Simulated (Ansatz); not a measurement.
## Property card for LiCl

Theory: Ansatz 0.2.0, DFT PBE, scalar-relativistic, plane waves, PAW.

Cutoff 420 eV; k points 8×8×8 on the computed 2-atom cell (Γ-centred); Gaussian smearing, width 0.02 eV; no spin polarisation.

The structure is relaxed at this level of theory with its symmetry kept.

```cif
data_structure
_symmetry_space_group_name_H-M 'Fm-3m'
_symmetry_Int_Tables_number 225
_cell_length_a 5.1503
_cell_length_b 5.1503
_cell_length_c 5.1503
_cell_angle_alpha 90.000
_cell_angle_beta 90.000
_cell_angle_gamma 90.000
_cell_volume 136.61
loop_
_atom_site_label
_atom_site_type_symbol
_atom_site_symmetry_multiplicity
_atom_site_Wyckoff_symbol
_atom_site_fract_x
_atom_site_fract_y
_atom_site_fract_z
_atom_site_occupancy
Li1 Li 4 a 0.00000 0.00000 0.00000 1
Cl1 Cl 4 b 0.50000 0.00000 0.00000 1
```

Q: Formation energy from the elements' standard states (uncorrected)?

A: -1.852 eV/atom.

Q: Kohn–Sham band gap?

A: 6.26 eV.

Q: Löwdin character of the top 1 eV of the valence band?

A: Cl 3p 98 %.

Q: Bader charges (e)?

A: Li (1 in the cell) 0.90, Cl (1 in the cell) -0.90.